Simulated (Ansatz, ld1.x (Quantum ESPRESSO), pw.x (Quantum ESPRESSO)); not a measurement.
# From atom to crystal: TM potential for Nb (Z = 41)

niobium, norm-conserving Troullier–Martins (Kleinman–Bylander form), made with ld1.x (Quantum ESPRESSO) 7.5 (PBE, scalar-relativistic). Core [Kr], reference 4d4 5s1 5p0. Waves: 5p (bound, empty): rc 3.15 bohr; 4d (bound): rc 2.20 bohr; 5s (bound): rc 3.35 bohr. Local part: the s channel. Core correction: none.

Atomic tests: cutoffs needed: 35 Ry and 40 Ry (the cutoffs (Ry, on a coarse ladder) from which the occupation-weighted sum of valence levels, in a spherical-Bessel basis at the reference potential, stays within 10 and 1 mRy of its value at 400 Ry); ghost test: no extra level below or beside the all-electron valence levels (p, d, s, f tested) (spherical-Bessel basis up to 400 Ry, 20 bohr box); configuration tests: 1 of 7 tests not solved or not reliable.

Crystal test: fcc Nb in pw.x 7.5, no spin, 13³ k-points, Fermi–Dirac smearing 0.01 Ry, cutoffs 50/200 Ry. The reference is all-electron LAPW (Ansatz 0.2.0) with the same functional, mesh and smearing; V0 and B0 come from Birch–Murnaghan fits to the pressures at five volumes. Errors are pseudo minus all-electron; Δ is the rms difference of the E(V) curves that follow from these fits, minima aligned, over ±6 % about the mean V0. Mesh and smearing are coarse, so the numbers serve the comparison and aren't converged zero-temperature values; the lattice is a test structure that the element need not adopt.

All-electron: a0 = 4.221 Å (V0 = 18.81 Å³/atom), B0 = 163.2 GPa.

Task: How far does the potential miss the all-electron equation of state?

Result: mean pressure error (GPa): +9.06. The pressure does not cross zero within the volumes sampled, so no fit is given. The largest radius (3.35 bohr) exceeds half the bond length (2.82 bohr), so the spheres overlap, which is one possible source of error among others. This is a poor potential for the solid. Atomic configuration tests: 1 of 7 tests not solved or not reliable.

```tsv
V (Å³/atom)	P all-electron (GPa)	P pseudo (GPa)
17.835	9.53	20.04
18.305	4.63	14.35
18.774	0.27	9.28
19.243	-3.60	4.74
19.713	-7.05	0.69
```

Task: At the middle volume, how do free energy and pressure move when the wave cutoff is lowered (ecutrho kept at four times it)?

Result:

| cutoff (Ry) | shift of F (meV/atom) | shift of P (GPa) |
| --- | --- | --- |
| 22 | +1226.7 | -38.65 |
| 30 | +107.4 | -6.14 |
| 40 | +1.0 | -0.03 |

Input at the middle volume:

```
&control
  calculation='scf', prefix='x', pseudo_dir='./', outdir='./tmp', tstress=.true., disk_io='low'
/
&system
  ibrav=0, nat=1, ntyp=1, ecutwfc=50, ecutrho=200, nbnd=9,
  occupations='smearing', smearing='fd', degauss=0.01
/
&electrons
  conv_thr=1e-09, mixing_beta=0.4, electron_maxstep=70
/
ATOMIC_SPECIES
Nb 1.0 Nb.UPF
CELL_PARAMETERS angstrom
  0.00000000 2.10948094 2.10948094
  2.10948094 0.00000000 2.10948094
  2.10948094 2.10948094 0.00000000
ATOMIC_POSITIONS crystal
Nb 0.0000 0.0000 0.0000
K_POINTS automatic
13 13 13 0 0 0
```

```bash
pw.x < Nb.scf.in > Nb.scf.out
```

Lines of the output:

```
Message from routine setup:
     using ibrav=0 with symmetry is DISCOURAGED, use correct ibrav instead
     lattice parameter (alat)  =       5.6375  a.u.
     unit-cell volume          =     126.6932 (a.u.)^3
     number of electrons       =         5.00
     number of Kohn-Sham states=            9
     kinetic-energy cutoff     =      50.0000  Ry
     charge density cutoff     =     200.0000  Ry
     scf convergence threshold =      1.0E-09
     Exchange-correlation= PBE
     number of k points=    84  Fermi-Dirac smearing, width (Ry)=  0.0100
     iteration #  1     ecut=    50.00 Ry     beta= 0.40
     total energy              =     -10.30451407 Ry
     estimated scf accuracy    <       0.07995900 Ry
     iteration #  2     ecut=    50.00 Ry     beta= 0.40
     total energy              =     -10.30036085 Ry
     estimated scf accuracy    <       0.01582799 Ry
     iteration #  3     ecut=    50.00 Ry     beta= 0.40
     total energy              =     -10.30247295 Ry
     estimated scf accuracy    <       0.00010836 Ry
     iteration #  4     ecut=    50.00 Ry     beta= 0.40
     total energy              =     -10.30250610 Ry
     estimated scf accuracy    <       0.00003616 Ry
     iteration #  5     ecut=    50.00 Ry     beta= 0.40
     total energy              =     -10.30251284 Ry
     estimated scf accuracy    <       0.00000228 Ry
     iteration #  6     ecut=    50.00 Ry     beta= 0.40
     total energy              =     -10.30251313 Ry
     estimated scf accuracy    <       0.00000012 Ry
     iteration #  7     ecut=    50.00 Ry     beta= 0.40
     total energy              =     -10.30251315 Ry
     estimated scf accuracy    <          3.7E-09 Ry
     iteration #  8     ecut=    50.00 Ry     beta= 0.40
     total energy              =     -10.30251315 Ry
     estimated scf accuracy    <          1.3E-09 Ry
     iteration #  9     ecut=    50.00 Ry     beta= 0.40
     the Fermi energy is    10.9942 ev
!    total energy              =     -10.30251315 Ry
     estimated scf accuracy    <          5.1E-12 Ry
     smearing contrib. (-TS)   =      -0.00695406 Ry
     The total energy is F=E-TS. E is the sum of the following terms:
     one-electron contribution =       7.00309303 Ry
     hartree contribution      =       0.15691654 Ry
     xc contribution           =      -3.07878236 Ry
     ewald contribution        =     -14.37678630 Ry
     convergence has been achieved in   9 iterations
          total   stress  (Ry/bohr**3)                   (kbar)     P=       92.76
```

The run at the middle volume (84 k-points, 9 iterations) took about 4.5 s on one core of a shared host (Neoverse-V2, 32 threads, 124 GiB, load 20).
